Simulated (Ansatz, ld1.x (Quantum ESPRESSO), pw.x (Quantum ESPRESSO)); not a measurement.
# Mo (Z = 42): one change to the TM potential, in the atom and in the fcc crystal

Mo (Z = 42), norm-conserving Troullier–Martins (Kleinman–Bylander form), made with ld1.x (Quantum ESPRESSO) 7.5 (PBE, scalar-relativistic). Core [Kr], reference 4d5 5s0 5p0 (charge +1). Waves: 5s (bound, empty): rc 2.75 bohr; 5p (bound, empty): rc 2.55 bohr; 4d (bound): rc 2.10 bohr. Local part: all-electron potential smoothed inside 2.35 bohr (lloc = -2). Core correction: none.

Change: reference 4d5 5s1 5p0.

Cutoffs, loose and tight: the cutoffs (Ry, on a coarse ladder) from which the occupation-weighted sum of valence levels, in a spherical-Bessel basis at the reference potential, stays within 10 and 1 mRy of its value at 400 Ry. They do not see the model core or the augmentation charge, which bear on the density cutoff. Test errors are all-electron minus pseudo excitation energies from the reference, over the configurations 4d5 5s1 5p0; 4d4 5s0 5p0; 4d3 5s0 5p0; 4d4 5s1 5p1; 4d5 5s0 5p1; 4d5.5 5s0.5 5p0; 4d4 5s2 5p0; variants that change the core or the reference have their own tests.

Crystal test: fcc Mo in pw.x 7.5, no spin, 14³ k-points, Fermi–Dirac smearing 0.01 Ry, cutoffs set for each file from its atomic test. The reference is all-electron LAPW (Ansatz 0.2.0) with the same functional, mesh and smearing; V0 and B0 come from Birch–Murnaghan fits to the pressures at five volumes. Errors are pseudo minus all-electron; Δ is the rms difference of the E(V) curves that follow from these fits, minima aligned, over ±6 % about the mean V0. Mesh and smearing are coarse, so the numbers serve the comparison and aren't converged zero-temperature values; the lattice is a test structure that the element need not adopt.

All-electron: a0 = 4.005 Å (V0 = 16.06 Å³/atom), B0 = 235.3 GPa.

Q: Does the change bring the crystal closer to the all-electron result?

A: The mean pressure error goes from -14.82 to +0.70 GPa, so the change moves the solid closer to the all-electron pressures.

```csv
quantity,base,changed
outcome (atom),generated,generated
"cutoff, loose (atom)",35 Ry,35 Ry
"cutoff, tight (atom)",45 Ry,45 Ry
bound ghosts (atom),none,none
largest test error (meV) (atom),-142,+61
cutoffs in pw.x (Ry),55/220,55/220
a0 (Å),–,4.009
a0 error (%),–,+0.10
B0 error (%),–,-1.6
Δ (meV/atom),–,2.5
mean pressure error (GPa),-14.82,+0.70
```

A dash: not determined, or the minimum lies outside the volumes sampled.

Base: This is a poor potential for the solid. Changed file: The logarithmic derivative shows an extra or strongly shifted pseudo pole above the reference energy (p near 1.28 Ry). The atomic cutoffs weigh occupied waves only.
